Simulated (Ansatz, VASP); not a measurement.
**HgTe (Coloradoite) in VASP and in Ansatz**

```
CELL_PARAMETERS angstrom
0.00000 3.32641 3.32641
3.32641 0.00000 3.32641
3.32641 3.32641 0.00000
ATOMIC_POSITIONS crystal
Hg 0.00000 0.00000 0.00000
Te 0.25000 0.25000 0.25000
```

Alike in both runs: task relaxation of cell and atoms; functional LDA; k mesh 12 × 12 × 12; occupations gaussian, width 0.1 eV; no spin polarisation.

|  | VASP | Ansatz |
| --- | --- | --- |
| version | VASP 6.6.1 | Ansatz 0.2.0 |
| potentials or method | VASP PAW LDA potentials, release 64 (Hg, Te) | scalar-relativistic, plane waves, PAW |
| plane-wave cutoff (eV) | 600 | 420 |
| valence electrons in the cell | 18 | 36 |

Ansatz gave:

| Item | Value |
| --- | --- |
| gap on the k mesh at the Fermi level, each at its own relaxed structure (eV) | none |
| relaxed volume (Å³/atom) | 33.32 |
| relaxed cell length with the largest relative difference (Å) | 4.551 |
| energy change over the relaxation (meV/atom) | -44 |

Which values does VASP return?

gap on the k mesh at the Fermi level, each at its own relaxed structure (eV): none; relaxed volume (Å³/atom): 33.51; relaxed cell length with the largest relative difference (Å): 4.559; energy change over the relaxation (meV/atom): -39.

A gap of «none» marks a metal or a gap that the smearing closes. The two sets of potentials don't hold the same shells in valence.

The runs have no spin-orbit coupling, so splittings on Hg, Te are missing. Zero-point motion and thermal expansion aren't in these numbers. LDA usually gives volumes a few per cent too small.
